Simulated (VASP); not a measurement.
Ir, 1 atom in the cell. The structure is cubic, space group Fm-3m (No. 225). The conventional cell has a = 3.874 Å, b = 3.874 Å, c = 3.874 Å, α = 90.00°, β = 90.00°, γ = 90.00°. Ir (site symmetry m-3m) has 12 Ir at 2.74 Å as nearest neighbours. 

- Program: VASP 6.6.1
- Task: relaxation of cell and atoms
- Functional: PBE
- Potentials or basis: VASP PAW PBE potentials, release 64 (Ir)
- Cutoff: 600 eV
- k mesh: 16 × 16 × 16
- Occupations: methfessel-paxton, width 0.1 eV
- Spin: no spin polarisation
- Further INCAR settings: ALGO = Normal; EDIFF = 1e-07; IBRION = 2; EDIFFG = -0.005; NSW = 90; ISIF = 3

Potentials or basis: VASP PAW PBE potentials, release 64 (Ir).

Launch:

```bash
$ cat potpaw_PBE.64/Ir/POTCAR > POTCAR
$ mpirun -np 1 vasp_std > vasp.out
```

Hardware: 1 thread of Intel(R) Xeon(R) Platinum 8488C (Sapphire Rapids), on a shared host.

Problem. How long does it take, and how much memory?

Solution. Wall time 12 s on 1 thread of Intel(R) Xeon(R) Platinum 8488C (Sapphire Rapids), with other jobs on the host, peak memory 0.16 GiB. Counts: scf iterations 12, k points 145, ion steps 1.
